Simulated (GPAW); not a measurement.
Crystal: SnTe.

```
Sn Te
1.0
     3.71763    0.06064    0.03612
     0.06064    3.98086   -0.02723
     0.03612   -0.02723    3.94573
Sn Te
1 1
Direct
  0.01719 0.01037 0.98024
  0.48281 0.48963 0.51976
```

The cell comes from a database or a generator and needn't be the stable form of this composition.

The cell isn't the ideal one: all atoms moved at random, sigma 0.1 Å a component, cell strained at random, sigma 0.03.

```yaml
Program: GPAW 26.7.0
Task: relaxation of the atoms
Functional: C09-vdW
Potentials_or_basis: GPAW PAW data sets (gpaw-data 1.2.1), other valence
Cutoff: 600 eV
Basis: pw
k_mesh: 6 × 6 × 6
Occupations: fermi-dirac, width 0.05 eV
Spin: no spin polarisation
```

At the start: volume 29.19 Å³/atom.

Question: Where does the relaxation end?

Answer: Over 29 steps the energy falls by 4.9 meV/atom; space group P1 (No. 1, to 0.05 Å).

Step by step:
| step | energy change (eV) | largest force (eV/Å) |
| --- | --- | --- |
| 1 | 0.0000 | 0.0790 |
| 2 | -0.0001 | 0.0800 |
| 3 | -0.0004 | 0.0793 |
| 4 | -0.0008 | 0.0792 |
| 5 | -0.0014 | 0.0788 |
| 6 | -0.0020 | 0.0775 |
| 7 | -0.0028 | 0.0751 |
| 8 | -0.0037 | 0.0710 |
| 9 | -0.0047 | 0.0641 |
| 10 | -0.0057 | 0.0535 |
| 11 | -0.0066 | 0.0398 |
| 12 | -0.0071 | 0.0314 |
| 13 | -0.0072 | 0.0453 |
| 14 | -0.0072 | 0.0449 |
| 15 | -0.0073 | 0.0435 |
| 16 | -0.0073 | 0.0419 |
| 17 | -0.0074 | 0.0397 |
| 18 | -0.0075 | 0.0374 |
| 19 | -0.0077 | 0.0349 |
| 20 | -0.0078 | 0.0324 |
| 21 | -0.0080 | 0.0299 |
| 22 | -0.0081 | 0.0278 |
| 23 | -0.0083 | 0.0262 |
| 24 | -0.0085 | 0.0255 |
| 25 | -0.0087 | 0.0255 |
| 26 | -0.0090 | 0.0254 |
| 27 | -0.0092 | 0.0243 |
| 28 | -0.0095 | 0.0214 |
| 29 | -0.0098 | 0.0165 |

Final structure:
```
Sn Te
1.0
     3.71763    0.06064    0.03612
     0.06064    3.98086   -0.02723
     0.03612   -0.02723    3.94573
Sn Te
1 1
Direct
  0.02544 0.03015 0.98486
  0.47454 0.46980 0.51513
```

Caveat: later steps reuse the first step's grids; the PAW data sets were made with another functional, which shifts forces and pressure a little.
